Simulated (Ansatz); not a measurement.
# Squeezing and shearing glassy Al2O3 (180 atoms), part 2 of 3

How stiff is glassy Al2O3 (180 atoms), and how do its levels respond to strain?

Ansatz 0.2.0; Kohn-Sham DFT, PBE, PAW (set soft_2), plane waves.

The cell: 72 Al and 108 O. The quench rate of 20 K/ps is many orders above laboratory rates. The starting topology of bonds comes from the classical model. The Brillouin zone is sampled at Γ only.

So far. Step 2 (Single point at the start): The r.m.s. force at the start is 0.96 eV/Å. Step 3 (Cell and atoms relaxed): The relaxation converged after 9 steps, with a largest force component of 0.011 eV/Å.

## Step 4: Single point at the relaxed geometry

One more single point at the end of the walk gives the fuller output and checks the residual forces.

Contents of input.yaml:

```yaml
crystal:
  lattice:
    - [12.80682, -0.10213, 0.14203]
    - [-0.10213, 12.53743, -0.02192]
    - [0.14203, -0.02192, 12.54831]
  atoms:
    - { symbol: Al, position: [0.10808, 0.34487, 0.83625] }
    - { symbol: Al, position: [0.62816, 0.66953, 0.24483] }
    - { symbol: Al, position: [0.87015, 0.3545, 0.75955] }
    - { symbol: Al, position: [0.92753, 0.41412, 0.98482] }
    - { symbol: Al, position: [0.46973, 0.65959, 0.40268] }
    - { symbol: Al, position: [0.22882, 0.57151, 0.77439] }
    [... 168 atom lines left out ...]
    - { symbol: O, position: [0.20533, 0.88652, 0.39657] }
    - { symbol: O, position: [0.88042, 0.72733, 0.22414] }
    - { symbol: O, position: [0.46765, 0.84359, 0.20182] }
    - { symbol: O, position: [0.0096, 0.09361, 0.147] }
    - { symbol: O, position: [0.00663, 0.92507, 0.99319] }
    - { symbol: O, position: [0.06923, 0.83965, 0.60681] }
kpoints:
  mp_grid: { grid: [1, 1, 1] }
hamiltonian:
  xc: pbe
scf:
  occupations: { method: gaussian, width: 0.025 }
output:
  forces: true
  stress: true
  populations: true
  dos:
    method: { smearing: { sigma: 0.1 } }
    de: 0.1
    projected: { site_lists: { Al: [Al], O: [O] } }
  eigenvalues: true
  write_density: true
  write_potential: true
  volumetric_format: npy
```

On the command line:

```sh
$ ansatz run input.yaml --threads 4 --pin off --max-ram 8192MiB --backend cpu --events-out ev --progress --plain --runs-dir out
```

Numbers of over 12 decimals in the logs are rounded to 6 here.

The program printed:

```text
[...]
Crystal: 180 atoms, lattice volume = 2014.425 Å³
Basis set: ecut = 420 eV, 39373 PW (Γ), exchange–correlation on 180×180×180 points (8 copies of the dense FFT grid, shifted against one another)
Bands: 612, of which v1, the nominal top of the filled ones, is band 432 counted from 1 (431 counted from 0)
Symmetry: 1 space group operations
[...]
k-points: 1
[...]
SCF iter   1: F=—  HF=-100228.879837 eV  |F-HF|=—  |Δ(HF+E_count)|=         —  Δρ=2.37e-3  dr2=1.56e-1  ethr=1.77e-3  ⟨swp⟩=6.0  Hψ=2721  notcnv=0  defer=79
[...]
SCF iter   9: F=-100228.876975 eV  HF=-100228.876975 eV  |F-HF|=7.36e-9  |Δ(HF+E_count)|=   7.20e-8  Δρ=1.69e-6  dr2=4.75e-8  ethr=1.16e-11  ⟨swp⟩=18.0  Hψ=5233  notcnv=0
SCF 1 converged in 9 iterations: F = -100228.876975 eV  dr2 = 4.75e-8
[...]
SCF converged after 9 iterations
Free energy (F): -100228.876975 eV
[...]
Internal energy: -100228.876975 eV  (E = F + TS)
E sigma→0 (E₀):  -100228.876975 eV
Fermi energy:    6.777671 eV
[...]
--- Forces (eV/Å), atoms counted from 1 ---
  atom   1  Al    -0.00381066    -0.00154266     0.00304589
  atom   2  Al    -0.00325994    -0.00354439     0.00842730
  atom   3  Al    -0.00254221     0.00442091     0.00132910
  atom   4  Al     0.00052512    -0.00091250    -0.00545544
  atom   5  Al     0.00513646     0.00164874    -0.01062598
  atom   6  Al    -0.00119615     0.00382653     0.00780031
  atom   7  Al    -0.00282454     0.00195985     0.00115471
  atom   8  Al     0.00172230     0.00230224    -0.00295440
  atom   9  Al     0.00194298    -0.00014771     0.00327026
  atom  10  Al    -0.00490641     0.00344147     0.00113865
  atom  11  Al     0.00091677     0.00395776     0.00401629
  atom  12  Al     0.00020069    -0.00128143     0.00179610
  atom  13  Al    -0.00512618    -0.00172257     0.00210806
  atom  14  Al    -0.00036494    -0.00173014    -0.00155350
[...]
atom 179  O      0.00135584    -0.00185842     0.00272033
  atom 180  O      0.00058729    -0.00172492     0.00210792
  max |Σ_I F_I| component: 8.05e-5 eV/Å
--- Stress (GPa, compression-positive) ---
        0.018955      -0.010851       0.018081
       -0.010848      -0.000640       0.001910
        0.018085       0.001897      -0.008732
  P = ⅓ Tr σ = 0.0032 GPa (0.032 kbar)
--- Band table (eV) ---
[...]
--- Löwdin populations: 180 sites ---
  site symbol       q [e]
     0     Al      1.6069
     1     Al      1.6355
     2     Al      1.6376
[...]
179      O      6.8431
  spilling = 0.008336 (of n_electrons = 864.000000)
```

It took 1.9 min on 4 threads of Arm Neoverse N1, shared host; peak memory 3.2 GiB; 7.5 min of CPU time.

Numbers from this run:

```yaml
free_energy: -100228.8770 eV
free_energy_per_atom: -556.8271 eV/atom
scf_cycles: 9
pressure: 0.003194 GPa
r_m_s_force_component: 0.00274 eV/Å
longest_force: 0.01788 eV/Å
fermi_energy: 6.778 eV
spacing_of_highest_filled_and_lowest_empty_level: 3.416 eV
spilling_of_the_projection: 0.008336
```

Löwdin charges by element and coordination (they lack the spilled electrons, 0.040 e an atom on average):

```tsv
element	coordination	atoms	mean charge (e)	spread	least	most
Al	all	72	1.35	0.0225	1.26	1.39
Al	4	47	1.36	0.0168	1.32	1.39
Al	5	24	1.34	0.0178	1.30	1.36
Al	6	1	1.26	0	1.26	1.26
O	all	108	-0.834	0.017	-0.882	-0.800
O	2	13	-0.866	0.0093	-0.882	-0.851
O	3	92	-0.830	0.0124	-0.854	-0.800
O	4	3	-0.813	0.0045	-0.818	-0.807
```

States in the cell by windows of 1 eV, zero at the Fermi level; the larger projections on atomic orbitals stand beside the total:

```tsv
from (eV)	to (eV)	total	O p	Al p	Al s
-14	-9	0.0	0.0	0.0	0.0
-9	-8	33.1	24.7	2.1	5.6
-8	-7	71.9	54.3	6.3	9.3
-7	-6	88.0	69.4	12.1	4.1
-6	-5	107.9	90.6	12.2	2.4
-5	-4	122.2	109.5	8.8	1.1
-4	-3	125.7	118.3	4.2	0.5
-3	-2	86.2	82.3	2.1	0.2
-2	-1	12.8	12.3	0.3	0.0
-1	1	0.0	0.0	0.0	0.0
1	2	2.0	0.0	0.1	1.2
2	3	0.0	0.0	0.0	0.0
3	4	13.6	2.0	4.4	3.6
4	5	33.5	5.1	14.5	6.3
```

Between -21 and -14 eV lie 216 more states.

The levels nearest the highest filled one (over half full), pooled over k-points and spins:

```tsv
level less the highest filled one (eV)	occupation
-0.238	2
-0.217	2
-0.157	2
-0.120	2
-0.0413	2
0	2
3.42	0
4.92	0
4.93	0
5.02	0
5.08	0
5.18	0
```

Electrostatic potential energy in the ac plane at fractional y = 0.255, with atoms of Al and O within 0.2 Å of it. With pseudopotentials it is smooth inside the atoms' cores, unlike the true potential.

Values in eV, 13 rows by 16 columns, each cell a mean:
```
 10  10   7  -5  -7  -7  -3   2  11  10   9  -1  -6  -1   9  11
  9   6  -6 -25   3   4  -1  -1   9  10   9   7   8   8  10  11
-11   5   6   8  10   5  -6  -6  -1   2   0   1   7   7   7  -9
  1   9   9  10  10   7  -1  -3 -16 -22   2  -2 -25  -2   7   1
 10  10   9   4   6  11  11  10  10   8   9   7  -6   5   9  10
 10  10   6  -1   3  10  12  12  12  12  10   9   6   8  10  11
 10   8   8   8   8  10  12  12  12  11   6   3 -26  -6   6   9
  7   2   2   7   6   6  10  12  11   8   0   0  -3  -5  -9   1
  8   2   2   7   6  -2  -7  11  11  -4 -14   7   8   1  -5   4
  8   9  10  11  10   0 -17   8   8  -5 -10  10  10   9   8   3
 -4   3   5  10  11  11   8   8   2 -10  -4   9  11  10   4  -6
 -5 -20 -19   9   9   8   9   9   4  -3   1   7   6   8  -3  -7
  8   8   7   5  -6  -6   5  11  10   9   7  -4  -5  -5 -21   0
```
Columns run along a (12.8 Å; values clipped at the 3rd and 97th percentile), rows up along c (12.5 Å). Atoms in or near the plane, at fractional coordinates: Al at (0.43, 0.79), Al at (0.77, 0.00), Al at (0.31, 0.99), O at (0.78, 0.48), O at (0.20, 0.89), O at (0.56, 0.73), O at (0.63, 0.30), O at (0.78, 0.71), O at (0.39, 0.29), O at (0.12, 0.11).

Valence density in the ac plane at fractional y = 0.255, with atoms of Al and O within 0.2 Å of it. It is the smooth field of the valence electrons, not physical close to the nuclei.

Values in e/Å³, 13 rows by 16 columns, each cell a mean:
```
0.0 0.0 0.4 1.3 0.3 0.2 0.9 0.9 0.1 0.0 0.3 0.5 0.2 0.1 0.2 0.1
0.1 0.1 1.4 4.3 0.6 0.1 0.6 0.7 0.1 0.1 0.3 0.4 0.1 0.1 0.0 0.1
2.0 0.2 0.2 0.3 0.2 0.3 0.1 0.1 0.7 0.8 0.2 0.2 0.3 0.1 0.2 2.0
0.9 0.1 0.1 0.1 0.2 0.6 0.3 0.2 2.8 3.9 0.4 0.8 4.4 1.1 0.1 0.8
0.0 0.0 0.1 0.2 0.1 0.1 0.1 0.0 0.3 0.4 0.1 0.3 1.5 0.5 0.1 0.0
0.0 0.0 0.3 0.5 0.1 0.1 0.1 0.0 0.0 0.0 0.0 0.1 0.4 0.2 0.0 0.0
0.0 0.0 0.1 0.1 0.1 0.0 0.0 0.0 0.0 0.1 0.1 0.6 4.4 1.6 0.1 0.1
0.2 0.2 0.7 0.5 0.1 0.1 0.1 0.0 0.0 0.1 0.2 0.3 1.1 0.6 0.2 0.3
0.1 0.1 0.6 0.5 0.1 0.9 2.0 0.3 0.1 1.5 2.5 0.3 0.1 0.1 0.2 0.3
0.2 0.1 0.1 0.0 0.1 1.2 3.2 0.4 0.1 1.3 2.1 0.2 0.0 0.0 0.3 0.8
0.2 0.7 0.6 0.1 0.0 0.1 0.2 0.1 0.2 0.2 0.1 0.1 0.0 0.0 0.2 0.3
0.3 3.4 3.4 0.2 0.2 0.2 0.1 0.2 0.7 0.4 0.1 0.1 0.1 0.2 0.9 0.4
0.1 0.3 0.4 0.1 0.2 0.2 0.1 0.1 0.2 0.1 0.1 0.1 0.1 0.6 2.9 0.9
```
Columns run along a (12.8 Å), rows up along c (12.5 Å). Atoms in or near the plane, at fractional coordinates: Al at (0.43, 0.79), Al at (0.77, 0.00), Al at (0.31, 0.99), O at (0.78, 0.48), O at (0.20, 0.89), O at (0.56, 0.73), O at (0.63, 0.30), O at (0.78, 0.71), O at (0.39, 0.29), O at (0.12, 0.11).

Filled and empty levels are parted by 3.42 eV (at Γ alone); a semilocal functional tends to put such gaps too low. In a disordered cell it changes from sample to sample, and tail or defect levels can set it. Mean Löwdin charges: Al +1.35, O -0.83 e (they miss 0.83 % of the electrons, so they add up to more than the cell's charge). The largest share in the top eV of filled states is O p (97 % of the projected weight), and in the lowest eV of empty states Al s (63 % of the projected weight).

## Step 5: Volume -3 %

The relaxed cell is scaled evenly and the atoms are relaxed again; the stress at the end gives one point of P(V).

input.yaml, the sections that differ from step 4:

```yaml
crystal:
  lattice:
    - [12.67745, -0.1011, 0.1406]
    - [-0.1011, 12.41078, -0.0217]
    - [0.1406, -0.0217, 12.42155]
  atoms:
    [... the 180 atom lines of step 4 ...]
output:
  forces: true
  eigenvalues: true
  stress: true
relax:
  f_tol: 0.05
  max_steps: 70
# kpoints, hamiltonian, scf: as in step 4
```

The program printed:

```text
Warning: output.stress: scf.convergence.dr2_threshold = 1e-7 eV (the SCF's general default) is looser than the 1.08e-8 eV advised for a printed stress (1e-10 eV for each atom of the cell: 180, of which 108 are counted). What an SCF threshold leaves in a stress goes as its square root, and in the free energy as the threshold itself, and one threshold admits the most on a small cell: [...]
[...]
Crystal: 180 atoms, lattice volume = 1953.992 Å³
Basis set: ecut = 420 eV, 38219 PW (Γ), exchange–correlation on 180×180×180 points (8 copies of the dense FFT grid, shifted against one another)
Bands: 612, of which v1, the nominal top of the filled ones, is band 432 counted from 1 (431 counted from 0)
Symmetry: 1 space group operations
[...]
k-points: 1
[...]
SCF iter   1: F=—  HF=-100227.843549 eV  |F-HF|=—  |Δ(HF+E_count)|=         —  Δρ=2.45e-3  dr2=1.55e-1  ethr=1.77e-3  ⟨swp⟩=6.0  Hψ=2731  notcnv=0  defer=80
[...]
SCF iter   6: F=-100227.838400 eV  HF=-100227.838395 eV  |F-HF|=5.41e-6  |Δ(HF+E_count)|=   1.11e-5  Δρ=2.20e-5  dr2=9.67e-6  ethr=7.23e-9  ⟨swp⟩=16.0  Hψ=3607  notcnv=0
SCF 1 converged in 6 iterations: F = -100227.838400 eV  dr2 = 9.67e-6
[...]
relax step   1: F+E_penalty+E_count = -100227.83840016 eV  Δ(F+E_penalty+E_count) = +0.000e0 eV  max|allowed force component| = 3.538e-1 eV/Å  Δτ_max = 0.0000 Å  (6 SCF iters, dr2 threshold 6.25e-5 eV, accepted)
[...]
relax step   2: F+E_penalty+E_count = -100228.01253488 eV  Δ(F+E_penalty+E_count) = -1.741e-1 eV  max|allowed force component| = 2.615e-1 eV/Å  Δτ_max = 0.0291 Å  (6 SCF iters, dr2 threshold 7.82e-6 eV, accepted)
[...]
relax step   3: F+E_penalty+E_count = -100228.15874378 eV  Δ(F+E_penalty+E_count) = -1.462e-1 eV  max|allowed force component| = 1.995e-1 eV/Å  Δτ_max = 0.0515 Å  (7 SCF iters, dr2 threshold 4.27e-6 eV, accepted)
relax step   4: F+E_penalty+E_count = -100228.24864199 eV  Δ(F+E_penalty+E_count) = -8.990e-2 eV  max|allowed force component| = 1.789e-1 eV/Å  Δτ_max = 0.2000 Å  (7 SCF iters, dr2 threshold 2.17e-5 eV, accepted)
relax step   5: F+E_penalty+E_count = -100228.29482170 eV  Δ(F+E_penalty+E_count) = -4.618e-2 eV  max|allowed force component| = 6.015e-2 eV/Å  Δτ_max = 0.1207 Å  (6 SCF iters, dr2 threshold 1.86e-5 eV, accepted)
[...]
relax step   6: F+E_penalty+E_count = -100228.29908540 eV  Δ(F+E_penalty+E_count) = -4.264e-3 eV  max|allowed force component| = 2.287e-2 eV/Å  Δτ_max = 0.0356 Å  (8 SCF iters, accepted)
SCF converged after 8 iterations
Free energy (F): -100228.299085 eV
[...]
Internal energy: -100228.299085 eV  (E = F + TS)
E sigma→0 (E₀):  -100228.299085 eV
Fermi energy:    7.134704 eV
[...]
--- Forces (eV/Å), atoms counted from 1 ---
  atom   1  Al     0.00782664     0.00341293     0.01490530
  atom   2  Al    -0.00505831    -0.01022664     0.00367601
  atom   3  Al    -0.00638374     0.00197825     0.00520832
  atom   4  Al    -0.01032591    -0.00477146     0.01356972
  atom   5  Al     0.00372622    -0.01117309    -0.00018712
  atom   6  Al     0.00147026     0.00652251     0.01369250
  atom   7  Al    -0.00519888     0.00277365     0.00174360
  atom   8  Al     0.00568214    -0.00899998     0.00093780
  atom   9  Al    -0.00182534    -0.00805044     0.00478184
  atom  10  Al    -0.00963031    -0.00605095    -0.00092123
  atom  11  Al     0.00583156     0.00238245     0.01405409
  atom  12  Al     0.00218176    -0.00818997     0.00212911
  atom  13  Al     0.00395231     0.00605040    -0.00063005
  atom  14  Al    -0.00165350    -0.00047003     0.00734891
[...]
atom 179  O     -0.00028588    -0.00500704    -0.00726470
  atom 180  O      0.00087668    -0.00144252     0.00068615
  max |Σ_I F_I| component: 8.82e-5 eV/Å
--- Stress (GPa, compression-positive) ---
        3.057928      -0.068464      -0.509022
       -0.068464       3.137699      -0.011340
       -0.509015      -0.011354       2.507520
  P = ⅓ Tr σ = 2.9010 GPa (29.010 kbar)
--- Band table (eV) ---
[...]
--- Relaxed structure (6 steps of the walk, 6 accepted, 0 SCFs on fresh bases) ---
  F+E_penalty+E_count = -100228.29908540 eV   max|allowed force component| = 2.287e-2 eV/Å
  atoms:
    - { symbol: Al, position: [0.112676, 0.342945, 0.833774] }
    - { symbol: Al, position: [0.629113, 0.675180, 0.237905] }
    - { symbol: Al, position: [0.867467, 0.356200, 0.757691] }
    - { symbol: Al, position: [0.932681, 0.419571, 0.979259] }
[...]
- { symbol: O, position: [0.072090, 0.843514, 0.605787] }
```

Elapsed: 7.8 min, on 4 threads; peak memory 3.1 GiB; 30 min of CPU time.

The program notes that the SCF threshold is loose for the stress.

The relaxation converged after 6 steps, 0.461 eV below its start, with a largest force component of 0.023 eV/Å.

Volume -3 %: the energy stands 0.578 eV above that of the reference, at a pressure of 2.90 GPa.

## Step 6: Volume +3 %

The relaxed cell is scaled to another volume.

Input and log are left out; they have the form of those shown for this kind of step.

Run time: 10 min. Hardware: 4 threads of Arm Neoverse N1, shared host; peak memory 3.2 GiB; 40 min of CPU time.

The relaxation converged after 8 steps, 0.420 eV below its start, with a largest force component of 0.048 eV/Å.

Volume +3 %: the energy stands 0.526 eV above that of the reference, at a pressure of -2.60 GPa.

## Step 7: Volume -6 %

The relaxed cell is scaled to another volume.

Input and log are left out; they have the form of those shown for this kind of step.

Elapsed: 10 min, on 4 threads of Arm Neoverse N1, shared host; peak memory 3.1 GiB.

The relaxation converged after 8 steps, 2.19 eV below its start, with a largest force component of 0.015 eV/Å.

Volume -6 %: the energy stands 2.21 eV above that of the reference, at a pressure of 5.86 GPa.

## Step 8: Volume +6 %

The relaxed cell is scaled to another volume.

Input and log are left out; they have the form of those shown for this kind of step.

The job ended after 11 min (4 threads of Arm Neoverse N1, shared host; peak memory 3.3 GiB; 44 min of CPU time).

The relaxation converged after 8 steps, 1.55 eV below its start, with a largest force component of 0.016 eV/Å.

Volume +6 %: the energy stands 2.04 eV above that of the reference, at a pressure of -5.43 GPa.

## Step 9: Volume -10 %

The relaxed cell is scaled to another volume.

Input and log are left out; they have the form of those shown for this kind of step.

It took 10 min on 4 threads of Arm Neoverse N1, shared host; peak memory 2.9 GiB.

The relaxation converged after 8 steps, 6.72 eV below its start, with a largest force component of 0.044 eV/Å.

Volume -10 %: the energy stands 6.39 eV above that of the reference, at a pressure of 10.9 GPa.

(Part 2 of 3 ends here.)

[Logs are printed without paths, hosts, clocks, repeated set-up lines and the standing remarks that a program may print on its own settings, such as how far it seeks lower states.]

[Hosts, paths, dates, database ids (printed as entryN), source tags and the programs' standing remarks are cut or masked in the printed files.]
